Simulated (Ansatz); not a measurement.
Write the native input for Ansatz 0.2.0 that does the following.

```
Task                                : band structure
Functional                          : LDA
Potentials or basis                 : Ansatz PAW
Cutoff                              : 420 eV (not typed: the program's choice for these potentials)
k mesh                              : 5 × 5 × 4
Occupations                         : fermi-dirac, width 0.05 eV
Spin                                : no spin polarisation
Path                                : [["G", "X", "M", "G", "Z", "R", "A", "Z"], ["X", "R"], ["M", "A"]]
Points for each segment of the path : 14
```

Crystal: CuO.

```xyz
4
Lattice="3.1755 0.0000 0.0000 0.0000 3.1755 0.0000 0.0000 0.0000 4.6495" Properties=species:S:1:pos:R:3 pbc="T T T"
Cu    0.0000    0.0000    0.0000
Cu    1.5877    1.5877    0.0000
O     1.5877    0.0000    1.2414
O     0.0000    1.5877    3.4081
```

The cell was built by a generator and needn't be a form met in nature.

The input as run:

input.yaml

```yaml
crystal:
  lattice:
    - [3.1754955, 0.0, 0.0]
    - [0.0, 3.1754955, 0.0]
    - [0.0, 0.0, 4.64953187]
  atoms:
    - { symbol: Cu, position: [0.0, 0.0, 0.0] }
    - { symbol: Cu, position: [0.5, 0.5, 0.0] }
    - { symbol: O, position: [0.5, 0.0, 0.267] }
    - { symbol: O, position: [0.0, 0.5, 0.733] }
hamiltonian:
  xc: lda
  pseudopotentials: { kind: paw }
kpoints:
  mp_grid: { grid: [5, 5, 4] }
  band_path:
    path:
      - [[0.0, 0.0, 0.0], [0.0, 0.5, 0.0], [0.5, 0.5, 0.0], [0.0, 0.0, 0.0], [0.0, 0.0, 0.5], [0.0, 0.5, 0.5], [0.5, 0.5, 0.5], [0.0, 0.0, 0.5]]
      - [[0.0, 0.5, 0.0], [0.0, 0.5, 0.5]]
      - [[0.5, 0.5, 0.0], [0.5, 0.5, 0.5]]
    npoints: 14
scf:
  occupations: { method: fermi_dirac, width: 0.05 }
  n_extra_bands: 10
output:
  forces: true
  stress: true
  eigenvalues: true
  fatbands: true
```

Potentials or basis: Ansatz PAW.

Launch:

```console
$ ansatz run input.yaml --threads 2 --pin off --max-ram 5632MiB --backend cpu --events-out ev --progress --plain --runs-dir out
```

Results of the run:

- Pressure: 3.9 GPa
- Largest force: 1.690 eV/Å
- Band gap on the k mesh: none (metal or under the smearing width)

Caveat: the k mesh is coarse (spacing up to 0.40 Å⁻¹), so the values aren't converged; the pressure holds a Pulay correction of +0.9 GPa for the finite cutoff; the run has no spin polarisation, though such a crystal can be magnetic; semilocal functionals often make such compounds metallic where correlation or magnetic order opens a gap, which also shifts bond lengths; the PAW data sets come from PBE, with cores solved anew for the run's functional, which leaves a small shift of forces and pressure; forces of over 1 eV/Å show positions far from the minimum, so gaps and moduli don't describe the material at rest.

It took 3.9 s on 2 threads of Arm Neoverse V2 (shared host), peak memory 0.31 GiB.
